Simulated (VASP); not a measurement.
# TiO2 (Anatase) (I4_1/amd) in VASP: a series of runs

The runs below take TiO2 (Anatase) through single point, with PBE.

Program: VASP 6.6.1. These are calculated values, not measurements. Logs are shortened: lines on timing, memory, paths and dates and some standing lists are left out, and cuts for length are marked.

### Step 1. The undisturbed crystal

It takes space group I4_1/amd (No. 141, tetragonal). The conventional cell has a = 3.784 Å, b = 3.784 Å, c = 9.515 Å, α = 90.00°, β = 90.00°, γ = 90.00°. Around Ti (site symmetry -4m2) lie 6 O at 1.93 to 1.98 Å. O (site symmetry 2mm) has 3 Ti at 1.93 to 1.98 Å as nearest neighbours.

### Step 2. Single point, PBE

Input file INCAR:

```
PREC = Accurate
ENCUT = 520
EDIFF = 1E-7
ISMEAR = 0
SIGMA = 0.05
LREAL = False
LASPH = True
NELM = 100
ALGO = Normal
ISIF = 2
LWAVE = False
LCHARG = False
GGA = PE
NBANDS = 25
ADDGRID = False
```

Input file KPOINTS:

```
Automatic mesh
0
Gamma
  3 3 3
```

Input file POSCAR:

```
TiO2
1.0
   -1.8921000000      1.8921000000      4.7573000000
    1.8921000000     -1.8921000000      4.7573000000
    1.8921000000      1.8921000000     -4.7573000000
Ti O
2 4
Direct
    0.7634100000      0.2505420000      0.5022120000
    0.0240310000     -0.0225460000     -0.0109780000
    0.8032660000      0.7916050000      0.0039110000
    0.5255800000      0.0234350000      0.4817660000
    0.9615640000      0.4693800000      0.5068500000
    0.1853180000      0.2146180000     -0.0384270000
```

Potentials or basis: VASP PAW PBE potentials, release 64 (Ti, O).

Command:

```
cat potpaw_PBE.64/Ti/POTCAR potpaw_PBE.64/O/POTCAR > POTCAR
mpirun -np 1 vasp_std > vasp.out
```

OUTCAR:

```text
PREC = Accurate
   ENCUT = 520
   EDIFF = 1E-7
   ISMEAR = 0
   LREAL = False
   LASPH = True
   NELM = 100
   ISIF = 2
   GGA = PE

 Found     14 irreducible k-points:

 Following reciprocal coordinates:
            Coordinates               Weight
  0.000000  0.000000  0.000000      1.000000
  0.333333  0.000000  0.000000      2.000000
  0.000000  0.333333  0.000000      2.000000
  0.000000  0.333333 -0.333333      2.000000
  0.333333  0.000000 -0.333333      2.000000
  0.333333  0.333333  0.000000      2.000000
   k-points           NKPTS =     14   k-points in BZ     NKDIM =     14   number of bands    NBANDS=     25
   number of dos      NEDOS =    301   number of ions     NIONS =      6
   total plane-waves  NPLWV =  74088
   dimension x,y,z NGX =    42 NGY =   42 NGZ =   42
   dimension x,y,z NGXF=    84 NGYF=   84 NGZF=   84
   ions per type =               2   4
   NGX,Y,Z   is equivalent  to a cutoff of  12.79, 12.79, 12.79 a.u.
   NGXF,Y,Z  is equivalent  to a cutoff of  25.58, 25.58, 25.58 a.u.
 SYSTEM =  unknown system
   PREC   = accura    normal or accurate (medium, high low for compatibility)
   ISTART =      0    job   : 0-new  1-cont  2-samecut
   ICHARG =      2    charge: 1-file 2-atom 10-const
   ISPIN  =      1    spin polarized calculation?
   LNONCOLLINEAR =      F non collinear calculations
   LSORBIT =      F    spin-orbit coupling
   LASPH  =      T    aspherical Exc in radial PAW
   ENCUT  =  520.0 eV  38.22 Ry    6.18 a.u.  10.15 10.15 10.15*2*pi/ulx,y,z
   NELM   =    100;   NELMIN=  2; NELMDL= -5     # of ELM steps
   EDIFF  = 0.1E-06   stopping-criterion for ELM
   LREAL  =      F    real-space projection
   EDIFFG = 0.1E-05   stopping-criterion for IOM
   NSW    =      0    number of steps for IOM
   IBRION =     -1    ionic relax: 0-MD 1-quasi-New 2-CG
   NFREE  =      0    steps in history (QN), initial steepest desc. (CG)
   ISIF   =      2    stress and relaxation
   ISYM   =      2    0-nonsym 1-usesym 2-fastsym
   POTIM  = 0.5000    time-step for ionic-motion
   TEBEG  =    0.0;   TEEND  =   0.0 temperature during run
   PSTRESS=    0.0 pullay stress
   NELECT =      32.0000    total number of electrons
   NUPDOWN=      -1.0000    fix difference up-down
   EMIN   =  10.00;   EMAX   =-10.00  energy-range for DOS
[... 5 lines left out ...]
     AMIX     =   0.40;   BMIX     =  1.00
     AMIX_MAG =   1.60;   BMIX_MAG =  1.00
  volume/ion in A,a.u.               =      11.35        76.62
  Fermi-wavevector in a.u.,A,eV,Ry     =   1.272590  2.404847 22.034444  1.619486
  Thomas-Fermi vector in A             =   2.405460
   LORBIT       =      0    0 simple, 1 ext, 2 COOP (PROOUT), +10 PAW based schemes
   GGA     = PE    functional components
   LHFCALC =     F    Hartree Fock is set to
   AEXX    =    0.0000 exact exchange contribution
   IVDW    =     0    specifies the selected vdW correction
   LEPSILON=     F    determine dielectric tensor
   LRPA    =     F    only Hartree local field effects (RPA)
 non-spin polarized calculation
 Gauss-broadening in eV      SIGMA  =   0.05
  energy-cutoff  :      520.00
  volume of cell :       68.13
 maximum number of plane-waves:      1844
 NGX is ok and might be reduce to    42
   NGX = 21   NGY = 21   NGZ = 21

 number of electron      32.0000003 magnetization

 Free energy of the ion-electron system (eV)
  ---------------------------------------------------
  ext. energy  EPLUGINS =         0.00000000
  ---------------------------------------------------
  free energy    TOTEN  =       -52.52571277 eV

  energy without entropy =      -52.52571277  energy(sigma->0) =      -52.52571277

 E-fermi :   0.9159     XC(G=0): -10.5289

 val. band max:        0.6633629057   @ k =   0.0000   0.0000  -0.3333
 cond. band min:       3.0024770497   @ k =   0.0000   0.0000   0.0000
 fundamental gap:      2.3391141440
 Fermi energy:         0.9158553660

 k-point     1 :       0.0000    0.0000    0.0000
  band No.  band energies     occupation
      1     -16.9538      2.00000
      2     -16.0578      2.00000
      3     -15.8488      2.00000
      4     -15.5339      2.00000
      5      -3.1874      2.00000
      6      -3.0600      2.00000
      7      -2.8685      2.00000
      8      -2.6670      2.00000
      9      -1.4372      2.00000
     10      -1.3173      2.00000
     11      -1.2161      2.00000
     12      -0.2605      2.00000
     13      -0.1062      2.00000
     14      -0.0414      2.00000
     15      -0.0382      2.00000
     16       0.2267      2.00000
     17       3.0025      0.00000
     18       3.4623      0.00000
     19       4.2199      0.00000
     20       4.4107      0.00000
     21       4.5093      0.00000
     22       4.7359      0.00000
     23       5.7166      0.00000
     24       5.8115      0.00000
     25       5.9705      0.00000

 k-point     2 :       0.3333    0.0000    0.0000
  band No.  band energies     occupation
      1     -16.5787      2.00000
      2     -15.8498      2.00000
      3     -15.6758      2.00000
      4     -15.4550      2.00000
      5      -3.8194      2.00000
      6      -3.1886      2.00000
      7      -3.0446      2.00000
      8      -2.9686      2.00000
      9      -2.6407      2.00000
     10      -1.6166      2.00000
     11      -1.4288      2.00000
     12      -1.1905      2.00000
     13      -0.9731      2.00000
     14      -0.1440      2.00000
     15      -0.0564      2.00000
     16       0.0988      2.00000
     17       3.7348      0.00000
     18       3.9968      0.00000
     19       4.2827      0.00000
     20       4.4684      0.00000
     21       4.6001      0.00000
     22       5.0657      0.00000
     23       5.7325      0.00000
     24       6.5287      0.00000
     25       7.1797      0.00000

 k-point     3 :       0.0000    0.3333    0.0000
  band No.  band energies     occupation
      1     -16.5563      2.00000
      2     -15.9127      2.00000
      3     -15.7415      2.00000
      4     -15.4725      2.00000
      5      -3.9353      2.00000
      6      -3.0593      2.00000
      7      -2.8289      2.00000
      8      -2.6019      2.00000
      9      -2.4338      2.00000
     10      -1.5890      2.00000
     11      -1.2706      2.00000
     12      -1.0781      2.00000
     13      -0.8885      2.00000
     14      -0.2839      2.00000
     15      -0.1615      2.00000
     16       0.0462      2.00000
     17       3.6712      0.00000
     18       3.8293      0.00000
     19       4.0233      0.00000
     20       4.1983      0.00000
     21       4.4923      0.00000
     22       5.0295      0.00000
     23       5.9109      0.00000
     24       6.4341      0.00000
     25       6.9658      0.00000

 k-point     4 :       0.0000    0.3333   -0.3333
  band No.  band energies     occupation
      1     -16.5599      2.00000
      2     -15.8628      2.00000
      3     -15.6940      2.00000
      4     -15.4441      2.00000
      5      -3.8395      2.00000
      6      -3.2504      2.00000
      7      -3.0441      2.00000
      8      -2.9191      2.00000
      9      -2.7429      2.00000
     10      -1.5338      2.00000
     11      -1.3017      2.00000
     12      -1.1659      2.00000
     13      -0.9354      2.00000
     14      -0.1888      2.00000
     15      -0.0557      2.00000
     16       0.0194      2.00000
     17       3.7418      0.00000
     18       4.0692      0.00000
     19       4.2576      0.00000
     20       4.3903      0.00000
     21       4.6473      0.00000
     22       5.0635      0.00000
     23       5.7912      0.00000
     24       6.4805      0.00000
     25       7.0114      0.00000

 k-point     5 :       0.3333    0.0000   -0.3333
  band No.  band energies     occupation
      1     -16.5651      2.00000
      2     -15.9088      2.00000
      3     -15.7318      2.00000
      4     -15.4770      2.00000
      5      -3.8833      2.00000
      6      -3.1120      2.00000
      7      -2.8026      2.00000
      8      -2.5761      2.00000
      9      -2.4053      2.00000
     10      -1.6245      2.00000
     11      -1.3432      2.00000
     12      -1.1895      2.00000
     13      -0.8576      2.00000
     14      -0.2629      2.00000
     15      -0.1566      2.00000
     16       0.1280      2.00000
     17       3.5711      0.00000
     18       3.9210      0.00000
     19       3.9961      0.00000
     20       4.1662      0.00000
     21       4.5486      0.00000
     22       5.0086      0.00000
     23       5.8963      0.00000
     24       6.4625      0.00000
     25       6.9518      0.00000

 k-point     6 :       0.3333    0.3333    0.0000
  band No.  band energies     occupation
      1     -16.0498      2.00000
      2     -15.7959      2.00000
      3     -15.5276      2.00000
      4     -15.4415      2.00000
      5      -3.9546      2.00000
      6      -3.8394      2.00000
      7      -3.1226      2.00000
      8      -2.9425      2.00000
      9      -2.8191      2.00000
     10      -2.4823      2.00000
     11      -2.2039      2.00000
     12      -1.9585      2.00000
     13      -1.1990      2.00000
     14      -0.5600      2.00000
     15       0.3158      2.00000
     16       0.6075      2.00000
     17       3.7758      0.00000
     18       4.0049      0.00000
     19       4.1102      0.00000
     20       4.4934      0.00000
     21       5.0865      0.00000
     22       5.1714      0.00000
     23       6.3614      0.00000
     24       7.0198      0.00000
     25       7.9840      0.00000

 [... further k-points ...]
[... 5 lines left out ...]
  --------------------------------------------------------------------------------------
  -------------------------------------------------------------------------------------
  Total        5.3454144      7.6206897      1.9029305      0.1898165      0.3563606      0.4206374
  in kB      125.7138876    179.2239960     44.7532728      4.4641193      8.3809178      9.8925843
  external PRESSURE =     116.5637188 kB  Pullay stress =       0.0000000 kB

 VOLUME and BASIS-vectors are now :
 -----------------------------------------------------------------------------
  energy-cutoff  :      520.00
  volume of cell :       68.13
      direct lattice vectors                 reciprocal lattice vectors
    -1.892100000  1.892100000  4.757300000     0.000000000  0.264256646  0.105101633
     1.892100000 -1.892100000  4.757300000     0.264256646  0.000000000  0.105101633
     1.892100000  1.892100000 -4.757300000     0.264256646  0.264256646  0.000000000

 POSITION                                       TOTAL-FORCE (eV/Angst)
 -----------------------------------------------------------------------------------
     -0.02016      1.92063      2.43450         0.085217     -1.725091      0.006930
      3.67530      0.06736      0.05929         1.288850     -1.003010     -0.512587
     -0.01466      0.02946      7.56867         0.154579     -0.527505     -0.080991
     -0.03856      1.86166      0.31992         0.297440      0.601632      1.282929
      0.02775      1.89027      4.39619        -1.799657     -0.234740      0.242098
      1.87483      1.76395     -2.67188        -0.026429      2.888713     -0.938379
 -----------------------------------------------------------------------------------
    total drift:                               -0.000148      0.000305     -0.000989

  FREE ENERGIE OF THE ION-ELECTRON SYSTEM (eV)
  ---------------------------------------------------
  free  energy   TOTEN  =       -52.5257127701 eV

  energy  without entropy=      -52.5257127701  energy(sigma->0) =      -52.52571277
```

Run time: 52 s. Hardware: 1 thread of Intel Xeon Platinum 8259CL at 2.50GHz (Skylake/Cascade Lake), shared host; peak memory 0.26 GiB.

These settings aren't checked as converged: the numbers below hold their error.

Results:

* Free energy: -52.5257 eV
* Pressure: 11.7 GPa
* Largest force: 3.037 eV/Å
* Band gap on the k mesh: 2.34 eV, indirect (least direct gap 2.64 eV)

Caveat: the k mesh is coarse (spacing up to 0.78 Å⁻¹), so the values aren't converged; an odd mesh through Γ misses points on the zone boundary, where band edges often lie.

### Step 3. Single point, PBE

Edit INCAR of step 2 so:

```diff
@@ -1,3 +1,3 @@
 PREC = Accurate
-ENCUT = 520
+ENCUT = 650
 EDIFF = 1E-7
```

KPOINTS is that of step 2.

POSCAR is that of step 2.

Potentials or basis: VASP PAW PBE potentials, release 64 (Ti, O).

Command:

```
cat potpaw_PBE.64/Ti/POTCAR potpaw_PBE.64/O/POTCAR > POTCAR
mpirun -np 1 vasp_std > vasp.out
```

OUTCAR:

```text
PREC = Accurate
   ENCUT = 650
   EDIFF = 1E-7
   ISMEAR = 0
   LREAL = False
   LASPH = True
   NELM = 100
   ISIF = 2
   GGA = PE

 Found     14 irreducible k-points:

 Following reciprocal coordinates:
            Coordinates               Weight
  0.000000  0.000000  0.000000      1.000000
  0.333333  0.000000  0.000000      2.000000
  0.000000  0.333333  0.000000      2.000000
  0.000000  0.333333 -0.333333      2.000000
[... 252 lines left out ...]
  -------------------------------------------------------------------------------------
  Total        5.2092451      7.4830801      1.7640710      0.1823067      0.3571221      0.4197794
  in kB      122.5114487    175.9876844     41.4875644      4.2875045      8.3988269      9.8724047
  external PRESSURE =     113.3288992 kB  Pullay stress =       0.0000000 kB

 VOLUME and BASIS-vectors are now :
 -----------------------------------------------------------------------------
  energy-cutoff  :      650.00
  volume of cell :       68.13
      direct lattice vectors                 reciprocal lattice vectors
    -1.892100000  1.892100000  4.757300000     0.000000000  0.264256646  0.105101633
     1.892100000 -1.892100000  4.757300000     0.264256646  0.000000000  0.105101633
     1.892100000  1.892100000 -4.757300000     0.264256646  0.264256646  0.000000000

 POSITION                                       TOTAL-FORCE (eV/Angst)
 -----------------------------------------------------------------------------------
     -0.02016      1.92063      2.43450         0.085329     -1.724085      0.007039
      3.67530      0.06736      0.05929         1.289208     -1.003649     -0.513418
     -0.01466      0.02946      7.56867         0.154443     -0.527430     -0.078238
     -0.03856      1.86166      0.31992         0.297079      0.602065      1.285812
      0.02775      1.89027      4.39619        -1.799525     -0.234349      0.239564
      1.87483      1.76395     -2.67188        -0.026534      2.887448     -0.940759
 -----------------------------------------------------------------------------------
    total drift:                                0.000035      0.000068     -0.000095

  FREE ENERGIE OF THE ION-ELECTRON SYSTEM (eV)
  ---------------------------------------------------
  free  energy   TOTEN  =       -52.5425047362 eV

  energy  without entropy=      -52.5425047362  energy(sigma->0) =      -52.54250474
```

OSZICAR:

```text
N       E                     dE             d eps       ncg     rms          rms(c)
DAV:   1     0.377605040095E+03    0.37761E+03   -0.16081E+04   700   0.149E+03
DAV:   2     0.300641564739E+01   -0.37460E+03   -0.33205E+03   785   0.336E+02
DAV:   3    -0.679102362999E+02   -0.70917E+02   -0.69495E+02   775   0.163E+02
[... 11 lines left out ...]
DAV:  15    -0.525425044739E+02    0.14600E-04   -0.71299E-05   748   0.493E-02    0.920E-03
DAV:  16    -0.525425046246E+02   -0.15069E-06   -0.32854E-06   795   0.123E-02    0.459E-03
DAV:  17    -0.525425049093E+02   -0.28472E-06   -0.14606E-06   878   0.140E-02    0.592E-03
DAV:  18    -0.525425046703E+02    0.23901E-06   -0.78309E-07   852   0.996E-03    0.412E-04
DAV:  19    -0.525425047362E+02   -0.65939E-07   -0.47927E-08   379   0.163E-03
   1 F= -.52542505E+02 E0= -.52542505E+02  d E =-.177438E-13
```

Run time: 68 s. Hardware: 1 thread of Intel Xeon Platinum 8259CL at 2.50GHz (Skylake/Cascade Lake), shared host; peak memory 0.32 GiB.

The run converged, but some of its settings lie outside the range that counts as converged, so its numbers aren't taken as properties of the crystal.

Results:

```
Free energy            : -52.5425 eV
Pressure               : 11.3 GPa
Largest force          : 3.037 eV/Å
Band gap on the k mesh : 2.34 eV, indirect (least direct gap 2.64 eV)
```

Caveat: the k mesh is coarse (spacing up to 0.78 Å⁻¹), so the values aren't converged; an odd mesh through Γ misses points on the zone boundary, where band edges often lie.

### Step 4. Single point, PBE

Edit INCAR of step 3 so:

```diff
@@ -1,3 +1,3 @@
 PREC = Accurate
-ENCUT = 650
+ENCUT = 340
 EDIFF = 1E-7
```

Input file KPOINTS:

```
Automatic mesh
0
Gamma
  5 5 5
```

POSCAR is that of step 3.

Command:

```
cat potpaw_PBE.64/Ti/POTCAR potpaw_PBE.64/O/POTCAR > POTCAR
mpirun -np 1 vasp_std > vasp.out
```

Run time: 97 s. Hardware: 1 thread of Intel Xeon Platinum 8259CL at 2.50GHz (Skylake/Cascade Lake), shared host; peak memory 0.22 GiB.

The run converged, but a check on its numbers failed (symmetry, net force, bounds or a known fault of this set-up), so they aren't taken as properties of the crystal.

Caveat: the k mesh is coarse (spacing up to 0.47 Å⁻¹), so the values aren't converged; the cutoff lies under the usual one of these potentials, so the numbers hold a large basis-set error; an odd mesh through Γ misses points on the zone boundary, where band edges often lie.

### Step 5. For comparison

An earlier run on the cell as given: functional PBEsol; potentials or basis VASP PAW PBE potentials, release 64 (Ti_sv, O); cutoff 520 eV; k mesh 10 × 10 × 10; occupations fermi-dirac, width 0.05 eV; no spin polarisation.

* Pressure: -0.4 GPa
* Largest force: 0.012 eV/Å
* Band gap on the k mesh: 2.06 eV, indirect (least direct gap 2.40 eV)
